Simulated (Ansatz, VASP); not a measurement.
# PC214 in two plane-wave programs, part 2 of 2

Wanted: the spread between two codes on one cell, functional and k mesh. The cell is taken from a series of runs on this material, whose earlier steps may have relaxed, scaled, displaced or heated it; both programs get it as it stands.

VASP 6.6.1 and Ansatz 0.2.0.

So far: The structure; Ansatz: single point, LDA.

**3. VASP: single point, LDA**

Level of this step: LDA, spin-polarised from a ferromagnetic start; plane waves and PAW (C, P) (VASP).

The same cell, functional (in two slightly different forms), mesh and smearing now go to VASP, with its own data sets.

Lines of VASP's logs that name or quote its potential files are left out, and so is its time.

INCAR reads:

```
SYSTEM = PC214
PREC = Accurate
ENCUT = 520
EDIFF = 1E-06
NELM = 200
ISMEAR = -1
SIGMA = 0.01
LREAL = Auto
ALGO = Normal
GGA = CA
NBANDS = 581
ISPIN = 2
MAGMOM = 0 0 0 0 0 0 0 0 0 0 0 0 0 0.01 0.01 0.04 0 0 0 0 0 0 0 0 0 0 0 0 0 0.01 0.04 0.01 0 0 0 0 0 0 0 0 0 0 0 0.01 0 0 0 0 0 0 0 0 0 0 0 0 0 0 0.01 0 0 0 0 0 0 0 0 0 0 0 0 0 0 0 0 0 0.01 0.04 0.01 0.01 0 0 0 0 0 0 0 0 0 0 0 0.01 0 0 0 0 0 0 0 0 0 0 0 0 0.04 0.04 0.04 0 0 0 0 0 0 0 0 0 0 0 0 0 0.01 0 0 0 0 0 0 0 0 0 0 0 0 0 0.01 0 0 0 0 0 0 0 0 0 0 0 0 0 0 0 0 0.01 0 0 0 0 0 0 0 0 0 0 0 0 0 0 0 0.01 0 0 0 0 0 0 0 0 0 0 0 0 0 0 0 0 0 0 0 0 0 0 0 0 0 0 0 0 0 0 0 0 0 0 0 0 0 0 0 0 0 0 0 0 0 0 0.01
LORBIT = 11
LWAVE = .FALSE.
LCHARG = .FALSE.
ISIF = 2
NUPDOWN = 1
LASPH = .TRUE.
GGA_COMPAT = .FALSE.
```

POSCAR reads:

```
PC214
1.0
   10.5951880973      0.0000000000      0.0000000000
    0.0000000000     10.5951880973      0.0000000000
    0.0000000000      0.0000000000     10.5951880973
C P
214 1
Direct
    0.0003351542      0.0003383636      0.0001328378
    0.0013376064      0.1674230548      0.1672081679
[... 3 atom lines left out ...]
    0.0848651929      0.2511299359      0.2508972453
    0.2511283486      0.0848467261      0.2508937747
    0.2511171562      0.2511154240      0.0845877210
[... 3 atom lines left out ...]
    0.1686145611      0.1686088822      0.3354155165
[... 3 atom lines left out ...]
    0.2458917390      0.2458536183      0.4251102007
[... 10 atom lines left out ...]
    0.1685741392      0.3356456015      0.1683432736
[... 3 atom lines left out ...]
    0.2457356867      0.4253363992      0.2454207616
[... 1 atom line left out ...]
    0.0002973554      0.3336804635      0.3334657769
[... 1 atom line left out ...]
    0.1648357547      0.3333652828      0.5021746189
    0.1648401048      0.5023621621      0.3331604256
    0.0827352342      0.4170808864      0.4168592739
[... 1 atom line left out ...]
    0.2476074608      0.4166204343      0.5849245384
    0.2476132682      0.5851333561      0.4163671940
[... 3 atom lines left out ...]
    0.1649691133      0.5005068027      0.6682635026
[... 29 atom lines left out ...]
    0.3356426397      0.1685581260      0.1683326236
[... 3 atom lines left out ...]
    0.4253330065      0.2456586326      0.2453804104
[... 2 atom lines left out ...]
    0.3336782033      0.0002917381      0.3334655568
    0.3333547180      0.1648211583      0.5021835885
[... 1 atom line left out ...]
    0.5023467761      0.1648389118      0.3331666458
    0.4170794831      0.0827144331      0.4168653583
    0.4166353087      0.2475875147      0.5849364088
[... 1 atom line left out ...]
    0.5851270687      0.2476031885      0.4163737202
[... 3 atom lines left out ...]
    0.5004968794      0.1649610608      0.6682676580
[... 4 atom lines left out ...]
    0.3336739330      0.3336759982      0.0000684803
    0.3333321921      0.5023763998      0.1646011662
    0.5023524598      0.3333487732      0.1646139154
[... 1 atom line left out ...]
    0.4170728207      0.4170806567      0.0824609868
    0.4166118148      0.5851493557      0.2473459254
    0.5851317297      0.4166035058      0.2473553441
[... 1 atom line left out ...]
    0.3246381955      0.5042945903      0.5041373694
    0.5042212068      0.3246402801      0.5041059777
    0.5040641011      0.5041039488      0.3244296713
    0.4143252593      0.5814120179      0.5812046469
    0.5813967082      0.4143234708      0.5811965751
    0.5813538051      0.5813607197      0.4141199013
    0.3328915641      0.3328864655      0.6670747609
[... 2 atom lines left out ...]
    0.4988489628      0.4988524903      0.6649496906
    0.4162914002      0.4162905575      0.7494679027
[... 11 atom lines left out ...]
    0.3328859630      0.6672530535      0.3326672181
[... 1 atom line left out ...]
    0.4988375350      0.6651211750      0.4986401418
[... 1 atom line left out ...]
    0.4162868672      0.7496758338      0.4160672384
[... 43 atom lines left out ...]
    0.6672318665      0.3328860035      0.3326726721
    0.6651040687      0.4988378736      0.4986373752
[... 2 atom lines left out ...]
    0.7496701029      0.4162861414      0.4160670735
[... 35 atom lines left out ...]
    0.3750313370      0.3750423286      0.3748235084
```

KPOINTS reads:

```
Automatic mesh
0
Gamma
1 1 1
0 0 0
```

Potentials, in the order of the species: C and P (LDA family, release 64).

Started as:

```
export OMP_NUM_THREADS=4
mpirun -np 1 vasp_gam
```

The log of the run:

```text
[banner, memory and clock lines left out]
running    1 mpi-ranks, on    1 nodes
[...]
Offloading initialized ...    1 GPUs detected
[...]
LDA part: xc-table for (Slater(with rela. corr.)+CA(PZ))
 , standard interpolation
 POSCAR, INCAR and KPOINTS ok, starting setup
[...]
entering main loop
       N       E                     dE             d eps       ncg     rms          rms(c)
DAV:   1     0.595386687825E+04    0.59539E+04   -0.52705E+05  2324   0.155E+03
DAV:   2    -0.166666882679E+04   -0.76205E+04   -0.71331E+04  3046   0.355E+02
DAV:   3    -0.224510410213E+04   -0.57844E+03   -0.57181E+03  2912   0.931E+01
DAV:   4    -0.225895355514E+04   -0.13849E+02   -0.13787E+02  2904   0.157E+01
[...]
DAV:  15    -0.216479103545E+04   -0.90102E-05   -0.26758E-05  2952   0.875E-03    0.289E-02
DAV:  16    -0.216479103470E+04    0.74686E-06   -0.25360E-05  2864   0.593E-03    0.153E-02
DAV:  17    -0.216479103448E+04    0.22660E-06   -0.56411E-06  2536   0.331E-03
   1 F= -.21647910E+04 E0= -.21647842E+04  d E =-.137608E-01  mag=     1.0000
```

OUTCAR, selected parts (step 3):

```text
 magnetization (x)
# of ion       s       p       d       tot
------------------------------------------
    1        0.000   0.001   0.000   0.001
    2       -0.000   0.000   0.000   0.000
    3       -0.000   0.000   0.000   0.000
    4       -0.000   0.000   0.000   0.000
    5       -0.000   0.000   0.000   0.000
    6        0.000   0.002   0.000   0.002
[...]
213        0.000   0.002   0.000   0.002
  214        0.000   0.002   0.000   0.002
  215       -0.002  -0.008   0.000  -0.010
--------------------------------------------------
tot          0.031   0.658   0.000   0.689
```

The run ends at a pressure of 2.67 GPa, with forces up to 2.7 eV/Å.

**4. Side by side**

Known differences besides the potentials themselves: VASP starts from the moments at which Ansatz ended; the two LDA forms differ slightly; the cutoff is 420 eV in Ansatz and 520 eV in VASP (PREC = Accurate, projectors in real space); VASP's log shows a relativistic correction to its local exchange, Ansatz's none; site moments are counted in spheres of each program's own size. Total energies have different zeros and are not compared.

Both answers:

| quantity | Ansatz | VASP | difference |
| --- | --- | --- | --- |
| total moment, fixed by the input (μB) | 1.00 | 1.00 | 0.00 |
| moment on C105 (μB) | 0.04 | 0.06 | -0.01 |
| moment on C78 (μB) | 0.04 | 0.06 | -0.01 |
| moment on C31 (μB) | 0.04 | 0.05 | -0.01 |
| moment on C106 (μB) | 0.04 | 0.05 | -0.01 |

Forces on 7 of the 215 atoms, those with the largest forces and the largest differences (eV/Å; atoms numbered as in POSCAR):

| atom | Ansatz x, y, z | VASP x, y, z |
| --- | --- | --- |
| C16 | 1.792, 1.791, 0.656 | 1.813, 1.813, 0.632 |
| C31 | 1.807, 0.673, 1.790 | 1.825, 0.652, 1.809 |
| C74 | -0.762, -0.118, -0.120 | -0.780, -0.121, -0.127 |
| C78 | 0.680, 1.805, 1.791 | 0.657, 1.827, 1.810 |
| C105 | -0.677, -1.801, -1.786 | -0.657, -1.824, -1.809 |
| C106 | -1.803, -0.672, -1.787 | -1.825, -0.653, -1.811 |
| C107 | -1.789, -1.787, -0.654 | -1.808, -1.809, -0.631 |

The forces differ by 5.5 meV/Å r.m.s., which is 1.9 % of the r.m.s. force of 0.289 eV/Å (both taken over all components).

**5. Results**

* r.m.s. force difference (single point, LDA): 1.9 % of the r.m.s. force

**Reading.** The r.m.s. force difference is 1.9 % of the r.m.s. force (single point, LDA), within the 3 % picked in this series as the mark of a large difference. Such differences can come from data sets, numerical settings and the points named under the comparisons, not from the functional's error against experiment.

[Lines on the potential files, build, host, timing and source positions are cut from VASP's logs without a mark.]

[Logs are printed without paths, hosts, clocks, repeated set-up lines and the standing remarks that a program may print on its own settings, such as how far it seeks lower states.]

[Hosts, paths, dates, database ids (printed as entryN), source tags and the programs' standing remarks are cut or masked in the printed files.]
